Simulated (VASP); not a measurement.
## From an Ansatz input to VASP: ZnS (wurtzite)

Ansatz input

```yaml
crystal:
  lattice:
    - [3.8054508558, 0.0, 0.0]
    - [-1.9027254279, 3.295617114, 0.0]
    - [0.0, 0.0, 6.2439931109]
  atoms:
    - { symbol: Zn, position: [0.3333333333, 0.6666666667, 0.0003381268] }
    - { symbol: Zn, position: [0.6666666667, 0.3333333333, 0.5003381268] }
    - { symbol: S, position: [0.3333333333, 0.6666666667, 0.3746618732] }
    - { symbol: S, position: [0.6666666667, 0.3333333333, 0.8746618732] }
kpoints:
  mp_grid: { grid: [6, 6, 4] }
  band_path:
    path:
      - [0.0, 0.0, 0.0]
      - [0.5, 0.0, 0.0]
      - [0.3333333333, 0.3333333333, 0.0]
      - [0.0, 0.0, 0.5]
      - [0.5, 0.0, 0.5]
      - [0.3333333333, 0.3333333333, 0.5]
    npoints: 1
hamiltonian:
  xc: hse06
scf:
  occupations: { method: fixed }
  n_extra_bands: 5
output:
  forces: true
  stress: true
  eigenvalues: true
```

Which VASP files do the same job?



INCAR, step 1 (PBE orbitals to start from)

```
NELM = 120
ISMEAR = 0
EDIFF = 1E-5
SIGMA = 0.01
LREAL = .FALSE.
LWAVE = .TRUE.
LASPH = .TRUE.
PREC = Accurate
ENCUT = 520
NBANDS = 26
LCHARG = .FALSE.
GGA = PE
```

INCAR, step 2

```
ISIF = 2
EDIFF = 1E-7
PREC = Accurate
HFSCREEN = 0.2079
ISMEAR = 0
LCHARG = .FALSE.
ISTART = 1
NSW = 0
SIGMA = 0.01
NELM = 120
PRECFOCK = Fast
LREAL = .FALSE.
ENCUT = 520
AEXX = 0.25
IBRION = -1
NBANDS = 26
LHFCALC = .TRUE.
GGA = PE
LWAVE = .FALSE.
ALGO = Normal
LASPH = .TRUE.
```

KPOINTS

```
KPOINTS created by Atomic Simulation Environment
0
Gamma
6 6 4
0 0 0
```

KPOINTS_OPT

```
special points
6
Reciprocal
0.0000000000 0.0000000000 0.0000000000 1
0.5000000000 0.0000000000 0.0000000000 1
0.3333333333 0.3333333333 0.0000000000 1
0.0000000000 0.0000000000 0.5000000000 1
0.5000000000 0.0000000000 0.5000000000 1
0.3333333333 0.3333333333 0.5000000000 1
```

POSCAR

```
Zn S
 1.0000000000000000
     3.8054508557845126    0.0000000000000000    0.0000000000000000
    -1.9027254278922563    3.2956171139626202   -0.0000000000000000
     0.0000000000000000   -0.0000000000000000    6.2439931108913020
 Zn  S
   2   2
Cartesian
 -0.0000000000000001  2.1970780759750799  0.0021112612961030
  1.9027254278922556  1.0985390379875399  3.1241078167417542
 -0.0000000000000001  2.1970780759750799  2.3393861552881354
  1.9027254278922556  1.0985390379875399  5.4613827107337860
```

VASP ran with the recommended PBE PAW datasets (36 valence electrons in the cell). Other inputs would serve too.

```json
{"": "gap between bands v and c", "Ansatz": "3.44 eV", "VASP": "3.43 eV"}
{"": "least direct gap", "Ansatz": "3.44 eV", "VASP": "3.43 eV"}
{"": "pressure", "Ansatz": "1.6 GPa", "VASP": "1.6 GPa"}
```

Datasets and cutoffs are each program's own. VASP's cell holds 36 valence electrons and Ansatz's 36. Ansatz's stress includes a Pulay correction; VASP's doesn't.
